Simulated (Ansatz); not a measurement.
# PbS (Galena) (Fm-3m) in Ansatz: a series of runs

Aim: see how the results for PbS (Galena) move with the level of theory and the settings. Levels: rPW86-PBE, PBE, LDA. Tasks: band structure, single point, equation of state.

Everything below comes from runs of Ansatz 0.2.0. Logs are shortened: lines on timing, memory, paths and dates and some standing lists are left out, and cuts for length are marked.

## 1. The crystal as given

It takes space group Fm-3m (No. 225, cubic). The conventional cell has a = 5.931 Å, b = 5.931 Å, c = 5.931 Å, α = 90.00°, β = 90.00°, γ = 90.00°. Pb (site symmetry m-3m) is surrounded by 6 S at 2.97 Å. S (site symmetry m-3m) is surrounded by 6 Pb at 2.97 Å.

## 2. Band structure, rPW86-PBE

input.yaml

```yaml
crystal:
  lattice:
    - [0.0, 2.96575, 2.96575]
    - [2.96575, 0.0, 2.96575]
    - [2.96575, 2.96575, 0.0]
  atoms:
    - { symbol: Pb, position: [0.0, 0.0, 0.0] }
    - { symbol: S, position: [0.5, 0.5, 0.5] }
hamiltonian:
  xc: { exchange: rpw86, correlation: pbe }
  pseudopotentials: { kind: paw }
kpoints:
  mp_grid: { grid: [8, 8, 8] }
  band_path:
    path:
      - [[0.0, 0.0, 0.0], [0.5, 0.0, 0.5], [0.5, 0.25, 0.75], [0.375, 0.375, 0.75], [0.0, 0.0, 0.0], [0.5, 0.5, 0.5], [0.625, 0.25, 0.625], [0.5, 0.25, 0.75], [0.5, 0.5, 0.5], [0.375, 0.375, 0.75]]
      - [[0.625, 0.25, 0.625], [0.5, 0.0, 0.5]]
    npoints: 14
scf:
  occupations: { method: fermi_dirac, width: 0.05 }
  n_extra_bands: 6
output:
  forces: true
  stress: true
  eigenvalues: true
  fatbands: false
```

Potentials or basis: Ansatz PAW.

Launch:

```console
$ ansatz run input.yaml --threads 2 --pin off --max-ram 5120MiB --backend cpu --events-out ev --progress --plain --runs-dir out
```

The log of the run:

```text
Warning: RAYON_NUM_THREADS=2 ignored (pool sized by the plan → 2); use --threads N
scf.n_extra_bands = 6 over 10 filled bands (N_el = 20.0): the run solves 16 bands
Engine: ansatz 0.2.0, x86_64-unknown-linux-gnu
Pseudopotentials: kind: paw
Pseudopotential: Pb, paw, valence charge 14, recommended cutoff 420 eV (normal), Pb.paw.azcp
Pseudopotential: S, paw, valence charge 6, recommended cutoff 420 eV (normal), S.paw.azcp
Functional definition: unnamed
  exchange = rpw86_x
  correlation = pbe_c
Crystal: 2 atoms, lattice volume = 52.172 Å³
Basis set: ecut = 420 eV, 965 PW (Γ), exchange–correlation on 60×60×60 points (8 copies of the dense FFT grid, shifted against one another)
Bands: 16, of which v1, the nominal top of the filled ones, is band 10 counted from 1 (9 counted from 0)
Symmetry: 48 space group operations
Space group: Fm-3m (ITA 225), of the structure as read, at distance tolerance 3.7e-5 Å
k-points: 29 of 512
Non-local potential: Pb, projectors of the file, l = 0: 2, l = 1: 2, l = 2: 2, l = 3: 2
Non-local potential: S, projectors of the file, l = 0: 2, l = 1: 2, l = 2: 2
PAW form: soft (Blöchl's): semilocal exchange-correlation on the pseudo side does not see the compensation charge
PAW frozen core: Pb, regenerated for the run's functional, and the local potential with it (the file was generated under x = pbe(κ = 0.804, μ = 0.2195149727645171), c = pbe(β = 0.06672455060314922))
PAW frozen core: S, regenerated for the run's functional, and the local potential with it (the file was generated under x = pbe(κ = 0.804, μ = 0.2195149727645171), c = pbe(β = 0.06672455060314922))
PAW one-centre angular grid: Pb, 590 points (default); XC on 96 Gauss nodes
PAW one-centre angular grid: S, 110 points (default); XC on 64 Gauss nodes
Initial density: superposition of atomic densities (neutral atoms: chi_scale 0, normalization atom), corrected by the library's trained network
Initial wavefunctions: pseudopotential atomic-orbital guess
Functional: x = rpw86, c = pbe(β = 0.06672455060314922)
SCF iter   1: F=—  HF=-12907.961413 eV  |F-HF|=—  |Δ(HF+E_count)|=         —  Δρ=7.72e-3  dr2=4.66e-2  ethr=1.77e-3  ⟨swp⟩=6.7  Hψ=2762  notcnv=0  defer=1
preconditioner: auto → none  [insulator: Δε(μ)=0.466 eV  Ē_g=17.258 eV  σ=0.050 eV  W_gap=0.98  n_scr=14 (ndim 8)  ℏωp=23.0 eV  f_vac=0.000  D(μ)=0.01/eV (n_scr^D=0)  ε∞_Penn≈2.8]
SCF iter   2: F=—  HF=-12907.947322 eV  |F-HF|=—  |Δ(HF+E_count)|=   1.41e-2  Δρ=2.38e-3  dr2=5.17e-3  ethr=2.33e-4  ⟨swp⟩=2.0  Hψ=825  notcnv=0  defer=48
SCF iter   3: F=—  HF=-12907.945814 eV  |F-HF|=—  |Δ(HF+E_count)|=   1.51e-3  Δρ=4.49e-4  dr2=8.32e-5  ethr=2.59e-5  ⟨swp⟩=2.9  Hψ=700  notcnv=0  defer=48
SCF iter   4: F=—  HF=-12907.945857 eV  |F-HF|=—  |Δ(HF+E_count)|=   4.31e-5  Δρ=1.57e-4  dr2=1.37e-5  ethr=4.16e-7  ⟨swp⟩=2.0  Hψ=703  notcnv=0  defer=48
SCF iter   5: F=—  HF=-12907.945853 eV  |F-HF|=—  |Δ(HF+E_count)|=   3.93e-6  Δρ=4.22e-5  dr2=9.17e-7  ethr=6.86e-8  ⟨swp⟩=2.1  Hψ=620  notcnv=0  defer=48
SCF iter   6: F=-12907.945853 eV  HF=-12907.945853 eV  |F-HF|=1.20e-9  |Δ(HF+E_count)|=   3.06e-7  Δρ=2.49e-6  dr2=1.98e-9  ethr=5.00e-10  ⟨swp⟩=9.9  Hψ=2603  notcnv=0
SCF 1 converged in 6 iterations: F = -12907.945853 eV  dr2 = 1.98e-9
NSCF: frozen V_eff on 142 k-points
SCF converged after 6 iterations
Free energy (F): -12907.945853 eV
Harris-Foulkes:  -12907.945853 eV  (|F-HF|=1.20e-9)
Internal energy: -12907.945694 eV  (E = F + TS)
E sigma→0 (E₀):  -12907.945774 eV
Entropy (-TS):   -0.000159 eV (-0.079 meV/atom)
Fermi energy:    8.719650 eV
--- Per-component energies (eV) ---
  E_band       = -53.266310
  E_kinetic    = 395.164248
  E_local      = -1216.765729  (includes V_loc(G=0)·N_el)
  E_nonlocal   = 372.846941
  E_hartree    = 474.108674
  E_xc         = -322.291539
  E_vxc        = -220.592234  (∫ρ·V_xc dr)
  E_paw        = -11097.761253  (= ΣΔE_a)
  E_vpaw       = -332.137669  (= ΣTr[D̂ρ^β])
  E_aug_tail   = 0.000055  (compensation charges beyond the density's cutoff)
  E_ewald      = -1513.356403
  E_core_change = 0.109310  (= ΣΔE_core)
  E_smearing   = -0.000159  (= −TS)
  E_closure    = 0.000000  (closes the sum)
  Σ components = -12907.945853   (vs F -12907.945853, Δ=0.00e0)
--- Forces (eV/Å), atoms counted from 1 ---
  atom   1  Pb    -0.00000000    -0.00000000    -0.00000000
  atom   2  S      0.00000000    -0.00000000     0.00000000
  max |Σ_I F_I| component: 8.81e-30 eV/Å
--- Stress (GPa, compression-positive) ---
        5.238107       0.000000       0.000000
       -0.000000       5.238107      -0.000000
       -0.000000       0.000000       5.238107
  P = ⅓ Tr σ = 5.2381 GPa (52.381 kbar)
--- Band table (eV; the first three rows and the last of 29) ---
  k-point 0: bands = ["-8.2661", "-8.2661", "-8.2661", "-8.2526", "-8.2526", "-5.0777", "2.4392", "6.3649", "6.3649", "6.3649", "13.6642", "13.6642", "13.6642", "15.3385", "15.3385", "15.3385"]
  k-point 1: bands = ["-8.2654", "-8.2636", "-8.2636", "-8.2529", "-8.2529", "-4.9460", "1.9965", "6.4077", "6.4077", "6.6987", "12.4954", "12.9123", "12.9123", "15.3048", "15.6992", "15.6992"]
  k-point 2: bands = ["-8.2712", "-8.2712", "-8.2641", "-8.2401", "-8.2401", "-4.5810", "1.0434", "6.5288", "6.5288", "7.3567", "10.8900", "11.7242", "11.7242", "15.4991", "16.5356", "16.5356"]
  k-point 28: bands = ["-8.3640", "-8.2513", "-8.2497", "-8.2497", "-8.2052", "-3.3915", "0.5693", "4.1416", "4.1416", "7.5052", "10.6969", "13.1975", "13.1975", "16.7141", "16.7141", "20.5047"]
```

It took 1.5 s on 2 threads of INTEL XEON PLATINUM 8581C at 2.10GHz (Emerald Rapids), shared host; peak memory 0.39 GiB.

Results:

* Free energy: -12907.9459 eV
* Pressure: 5.2 GPa
* Band gap on the k mesh: 0.38 eV, direct
* Band gap along the path: 0.38 eV, direct

Levels at the corners of the path, in eV from the valence-band top:
```
point  band 8  band 9  band 10  band 11  band 12  band 13
    Γ   -2.16   -2.16    -2.16     5.14     5.14     5.14
    X   -5.15   -3.42    -3.42     3.99     5.53     5.61
    W   -4.39   -4.39    -1.02     2.17     4.67     4.67
    K   -4.73   -2.92    -2.47     3.33     4.09     5.03
    Γ   -2.16   -2.16    -2.16     5.14     5.14     5.14
    L   -1.76   -1.76     0.00     0.38     1.95     1.95
    U   -4.73   -2.92    -2.47     3.33     4.09     5.03
    W   -4.39   -4.39    -1.02     2.17     4.67     4.67
    L   -1.76   -1.76     0.00     0.38     1.95     1.95
    K   -4.73   -2.92    -2.47     3.33     4.09     5.03
    U   -4.73   -2.92    -2.47     3.33     4.09     5.03
    X   -5.15   -3.42    -3.42     3.99     5.53     5.61
```

Caveat: spin-orbit coupling is left out, which as a rule narrows the gap of such compounds by several tenths of an eV; the PAW data sets come from PBE, with cores solved anew for the run's functional, which leaves a small shift of forces and pressure.

## 3. Band structure, PBE

Edit input.yaml of step 2 so:

```diff
@@ -9,4 +9,4 @@
 hamiltonian:
-  xc: { exchange: rpw86, correlation: pbe }
-  pseudopotentials: { kind: paw }
+  xc: pbe
+  pseudopotentials: { kind: paw, core: large }
 kpoints:
```

Potentials or basis: Ansatz PAW.

Launch:

```console
$ ansatz run input.yaml --threads 2 --pin off --max-ram 5120MiB --backend cpu --events-out ev --progress --plain --runs-dir out
```

Wall time 1.4 s (2 threads of INTEL XEON PLATINUM 8581C at 2.10GHz (Emerald Rapids), shared host); peak memory 0.39 GiB.

The run converged. Its results:

```
Free energy             : -12809.5577 eV
Pressure                : 2.2 GPa
Band gap on the k mesh  : 0.36 eV, direct
Band gap along the path : 0.36 eV, direct
```

Levels at the corners of the path, in eV from the valence-band top:
```tsv
point	band 6	band 7	band 8	band 9	band 10	band 11	band 12	band 13	band 14	band 15
Γ	-13.60	-6.03	-2.18	-2.18	-2.18	5.21	5.21	5.21	6.69	6.69
X	-11.93	-7.20	-5.21	-3.45	-3.45	3.85	5.57	5.68	5.68	11.03
W	-11.89	-7.94	-4.43	-4.43	-1.03	2.18	4.65	4.65	8.14	8.14
K	-11.94	-7.98	-4.79	-2.95	-2.49	3.32	4.12	5.04	6.21	10.18
Γ	-13.60	-6.03	-2.18	-2.18	-2.18	5.21	5.21	5.21	6.69	6.69
L	-12.36	-8.85	-1.79	-1.79	0.00	0.36	1.95	1.95	8.66	10.02
U	-11.94	-7.98	-4.79	-2.95	-2.49	3.32	4.12	5.04	6.21	10.18
W	-11.89	-7.94	-4.43	-4.43	-1.03	2.18	4.65	4.65	8.14	8.14
L	-12.36	-8.85	-1.79	-1.79	0.00	0.36	1.95	1.95	8.66	10.02
K	-11.94	-7.98	-4.79	-2.95	-2.49	3.32	4.12	5.04	6.21	10.18
U	-11.94	-7.98	-4.79	-2.95	-2.49	3.32	4.12	5.04	6.21	10.18
X	-11.93	-7.20	-5.21	-3.45	-3.45	3.85	5.57	5.68	5.68	11.03
```

Caveat: spin-orbit coupling is left out, which as a rule narrows the gap of such compounds by several tenths of an eV.

## 4. Single point, LDA, 24.52 Å³/atom (volume scaled by 0.94)

input.yaml

```yaml
crystal:
  lattice:
    - [0.0, 2.9052075019, 2.9052075019]
    - [2.9052075019, 0.0, 2.9052075019]
    - [2.9052075019, 2.9052075019, 0.0]
  atoms:
    - { symbol: Pb, position: [0.0, 0.0, 0.0] }
    - { symbol: S, position: [0.5, 0.5, 0.5] }
hamiltonian:
  xc: lda
  pseudopotentials: { kind: paw, xc_functional: lda, accuracy: standard }
kpoints:
  mp_grid: { grid: [8, 8, 8] }
scf:
  occupations: { method: fermi_dirac, width: 0.05 }
output:
  forces: true
  stress: true
  eigenvalues: true
```

Potentials or basis: JTH PAW LDA.

Launch:

```console
$ ansatz run input.yaml --threads 2 --pin off --max-ram 5120MiB --backend cpu --events-out ev --progress --plain --runs-dir out
```

Run time: 2.8 s. Hardware: 2 threads of INTEL XEON PLATINUM 8581C at 2.10GHz (Emerald Rapids), shared host; peak memory 0.63 GiB.

The run converged. Its results:

- Free energy: -12410.2266 eV
- Pressure: 1.2 GPa
- Band gap on the k mesh: 0.01 eV, direct

Caveat: spin-orbit coupling is left out, which as a rule narrows the gap of such compounds by several tenths of an eV.

## 5. Single point, LDA, 25.04 Å³/atom (volume scaled by 0.96)

Edit input.yaml of step 4 so:

```diff
@@ -2,5 +2,5 @@
   lattice:
-    - [0.0, 2.9052075019, 2.9052075019]
-    - [2.9052075019, 0.0, 2.9052075019]
-    - [2.9052075019, 2.9052075019, 0.0]
+    - [0.0, 2.9256673838, 2.9256673838]
+    - [2.9256673838, 0.0, 2.9256673838]
+    - [2.9256673838, 2.9256673838, 0.0]
   atoms:
```

Launch:

```console
$ ansatz run input.yaml --threads 2 --pin off --max-ram 5120MiB --backend cpu --events-out ev --progress --plain --runs-dir out
```

Run time: 2.9 s. Hardware: 2 threads of INTEL XEON PLATINUM 8581C at 2.10GHz (Emerald Rapids), shared host; peak memory 0.67 GiB.

The run converged. Its results:

- Free energy: -12410.2298 eV
- Pressure: -0.2 GPa
- Band gap on the k mesh: 0.08 eV, direct

Caveat: spin-orbit coupling is left out, which as a rule narrows the gap of such compounds by several tenths of an eV.

## 6. Single point, LDA, 25.56 Å³/atom (volume scaled by 0.98)

Edit input.yaml of step 5 so:

```diff
@@ -2,5 +2,5 @@
   lattice:
-    - [0.0, 2.9256673838, 2.9256673838]
-    - [2.9256673838, 0.0, 2.9256673838]
-    - [2.9256673838, 2.9256673838, 0.0]
+    - [0.0, 2.9458450378, 2.9458450378]
+    - [2.9458450378, 0.0, 2.9458450378]
+    - [2.9458450378, 2.9458450378, 0.0]
   atoms:
```

Potentials or basis: JTH PAW LDA.

Launch:

```console
$ ansatz run input.yaml --threads 2 --pin off --max-ram 5120MiB --backend cpu --events-out ev --progress --plain --runs-dir out
```

Run time: 3.1 s. Hardware: 2 threads of INTEL XEON PLATINUM 8581C at 2.10GHz (Emerald Rapids), shared host; peak memory 0.66 GiB.

It converged, with:

| Quantity | Value |
| --- | --- |
| Free energy | -12410.2246 eV |
| Pressure | -1.4 GPa |
| Band gap on the k mesh | 0.16 eV, direct |

Caveat: spin-orbit coupling is left out, which as a rule narrows the gap of such compounds by several tenths of an eV.

## 7. Single point, LDA, 26.09 Å³/atom

Edit input.yaml of step 6 so:

```diff
@@ -2,5 +2,5 @@
   lattice:
-    - [0.0, 2.9458450378, 2.9458450378]
-    - [2.9458450378, 0.0, 2.9458450378]
-    - [2.9458450378, 2.9458450378, 0.0]
+    - [0.0, 2.96575, 2.96575]
+    - [2.96575, 0.0, 2.96575]
+    - [2.96575, 2.96575, 0.0]
   atoms:
```

Launch:

```console
$ ansatz run input.yaml --threads 2 --pin off --max-ram 5120MiB --backend cpu --events-out ev --progress --plain --runs-dir out
```

Wall time 3.1 s (2 threads of INTEL XEON PLATINUM 8581C at 2.10GHz (Emerald Rapids), shared host); peak memory 0.67 GiB.

It converged, with:

- Free energy: -12410.2117 eV
- Pressure: -2.5 GPa
- Band gap on the k mesh: 0.23 eV, direct

Caveat: spin-orbit coupling is left out, which as a rule narrows the gap of such compounds by several tenths of an eV.

## 8. Single point, LDA, 26.61 Å³/atom (volume scaled by 1.02)

Edit input.yaml of step 7 so:

```diff
@@ -2,5 +2,5 @@
   lattice:
-    - [0.0, 2.96575, 2.96575]
-    - [2.96575, 0.0, 2.96575]
-    - [2.96575, 2.96575, 0.0]
+    - [0.0, 2.9853913009, 2.9853913009]
+    - [2.9853913009, 0.0, 2.9853913009]
+    - [2.9853913009, 2.9853913009, 0.0]
   atoms:
```

Launch:

```console
$ ansatz run input.yaml --threads 2 --pin off --max-ram 5120MiB --backend cpu --events-out ev --progress --plain --runs-dir out
```

Wall time 3 s (2 threads of INTEL XEON PLATINUM 8581C at 2.10GHz (Emerald Rapids), shared host); peak memory 0.67 GiB.

It converged, with:

```
Free energy            : -12410.1918 eV
Pressure               : -3.5 GPa
Band gap on the k mesh : 0.30 eV, direct
```

Caveat: spin-orbit coupling is left out, which as a rule narrows the gap of such compounds by several tenths of an eV.

## 9. Single point, LDA, 27.13 Å³/atom (volume scaled by 1.04)

Edit input.yaml of step 8 so:

```diff
@@ -2,5 +2,5 @@
   lattice:
-    - [0.0, 2.9853913009, 2.9853913009]
-    - [2.9853913009, 0.0, 2.9853913009]
-    - [2.9853913009, 2.9853913009, 0.0]
+    - [0.0, 3.0047775019, 3.0047775019]
+    - [3.0047775019, 0.0, 3.0047775019]
+    - [3.0047775019, 3.0047775019, 0.0]
   atoms:
```

Potentials or basis: JTH PAW LDA.

Launch:

```console
$ ansatz run input.yaml --threads 2 --pin off --max-ram 5120MiB --backend cpu --events-out ev --progress --plain --runs-dir out
```

Wall time 3.5 s (2 threads of INTEL XEON PLATINUM 8581C at 2.10GHz (Emerald Rapids), shared host); peak memory 0.68 GiB.

The run converged. Its results:

```yaml
Free_energy: -12410.1657 eV
Pressure: -4.5 GPa
Band_gap_on_the_k_mesh: 0.36 eV, direct
```

Caveat: spin-orbit coupling is left out, which as a rule narrows the gap of such compounds by several tenths of an eV.

## 10. Single point, LDA, 27.65 Å³/atom (volume scaled by 1.06)

Edit input.yaml of step 9 so:

```diff
@@ -2,5 +2,5 @@
   lattice:
-    - [0.0, 3.0047775019, 3.0047775019]
-    - [3.0047775019, 0.0, 3.0047775019]
-    - [3.0047775019, 3.0047775019, 0.0]
+    - [0.0, 3.0239167281, 3.0239167281]
+    - [3.0239167281, 0.0, 3.0239167281]
+    - [3.0239167281, 3.0239167281, 0.0]
   atoms:
```

Launch:

```console
$ ansatz run input.yaml --threads 2 --pin off --max-ram 5120MiB --backend cpu --events-out ev --progress --plain --runs-dir out
```

Wall time 3.3 s (2 threads of INTEL XEON PLATINUM 8581C at 2.10GHz (Emerald Rapids), shared host); peak memory 0.69 GiB.

Results (log left out):

```
Free energy            : -12410.1339 eV
Pressure               : -5.3 GPa
Band gap on the k mesh : 0.42 eV, direct
```

Caveat: spin-orbit coupling is left out, which as a rule narrows the gap of such compounds by several tenths of an eV.

## 11. Equation of state, LDA

Potentials or basis: JTH PAW LDA.

This step only gathers the single runs of the series.

What came out:

```
Equilibrium volume                      : 24.97 Å³/atom
Bulk modulus                            : 64 GPa
Pressure derivative of the bulk modulus : 4.0
```

Energy against volume, from the lowest point:
```
volume (Å³/atom)  energy (meV/atom)
          24.521               1.64
          25.042               0.00
          25.564               2.62
          26.086               9.08
          26.607              19.02
          27.129              32.09
          27.651              47.95
```

The run has no spin-orbit coupling, so splittings on Pb are missing. LDA usually gives volumes a few per cent too small.

## 12. Summary

```csv
task,level,potentials or basis,cutoff (eV),points for each segment of the path,gap on the mesh (eV),pressure (GPa)
band structure,rPW86-PBE,Ansatz PAW,420,14,0.38,5.2
band structure,PBE,Ansatz PAW,420,14,0.36,2.2
equation of state,LDA,JTH PAW LDA,1800,-,-,-
```

Alike in all rows: no spin polarisation; cell as given; k mesh 8 × 8 × 8; smearing fermi-dirac 0.05 eV.

Caveats: spin-orbit coupling is left out, which as a rule narrows the gap of such compounds by several tenths of an eV (some runs); the PAW data sets come from PBE, with cores solved anew for the run's functional, which leaves a small shift of forces and pressure (some runs).

Total energies depend on the potentials used, so only differences within one code and one set of settings carry meaning.
